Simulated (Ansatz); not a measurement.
Input:

BeO:
```cif
data_Be2O2
_chemical_formula_sum 'Be2 O2'
_space_group_name_H-M_alt 'P 1'
_space_group_IT_number 1
_cell_length_a 2.69043
_cell_length_b 2.69043
_cell_length_c 4.36993
_cell_angle_alpha 90.000
_cell_angle_beta 90.000
_cell_angle_gamma 120.000
loop_
_space_group_symop_operation_xyz
  'x, y, z'
loop_
_atom_site_label
_atom_site_type_symbol
_atom_site_fract_x
_atom_site_fract_y
_atom_site_fract_z
_atom_site_occupancy
Be1 Be 0.66667 0.33333 0.00013 1
Be2 Be 0.33333 0.66667 0.50013 1
O1 O 0.66667 0.33333 0.37787 1
O2 O 0.33333 0.66667 0.87787 1
```

This is the r²SCAN-relaxed structure.

**Question.** All from plane-wave PAW r²SCAN (Ansatz code), unless another level is named. Predict the formation energy from the elements (no fitted shifts).

**Answer.** -2.96 eV/atom.

**Question.** Give the hole effective mass.

**Answer.** 0.38, 3.3, 3.3 mₑ (principal values).

**Question.** Next, the band gap?

**Answer.** 8.55 eV (direct).

**Question.** What about the HSE06 gap on the r²SCAN cell?

**Answer.** 9.57 eV.

**Question.** What about the valence-band maximum?

**Answer.** at Γ.

Space group P6_3mc (wurtzite). The r²SCAN relaxation kept the symmetry of its start; phonons on a q-mesh show no instability. The references are the lowest solids computed at this level, not always the standard phases (solids in place of the gases).

Potentials: the later of the program's two PAW sets.
